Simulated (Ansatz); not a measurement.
Input and command of a calculation in Ansatz (plane waves; scalar-relativistic PAW potentials unless the input names others):

```yaml
crystal:
  lattice:
    - [4.593867666, 0.0, 0.0]
    - [-2.296933833, 3.9784061003, 0.0]
    - [0.0, 0.0, 7.2742753392]
  atoms:
    - { symbol: Mg, position: [0.3333333333, 0.6666666667, 0.6319626151] }
    - { symbol: Mg, position: [0.6666666667, 0.3333333333, 0.3680373849] }
    - { symbol: Mg, position: [0.0, 0.0, 0.0] }
    - { symbol: Sb, position: [0.3333333333, 0.6666666667, 0.2256274637] }
    - { symbol: Sb, position: [0.6666666667, 0.3333333333, 0.7743725363] }
basis:
  ecutwfc: 420
kpoints:
  mp_grid: { grid: [0, 12, 6] }
hamiltonian:
  xc: pbe
scf:
  occupations: { method: gaussian, width: 0.01 }
  max_iter: 100
output:
  forces: true
  eigenvalues: true
  stress: true
```

```bash
ansatz run input.yaml --threads 2 --pin off --max-ram 5120MiB --backend cpu --events-out ev --progress --plain --runs-dir out
```

Q: What will the program do with this input?

A: The program refuses it, because of a mesh with a zero (kpoints.mp_grid.grid: [12, 12, 6] → [0, 12, 6]). With the sound run's settings it is accepted.

Abridged log:
```
Error: invalid value for `kpoints.mp_grid.grid`: each dimension must be in 1..=255
```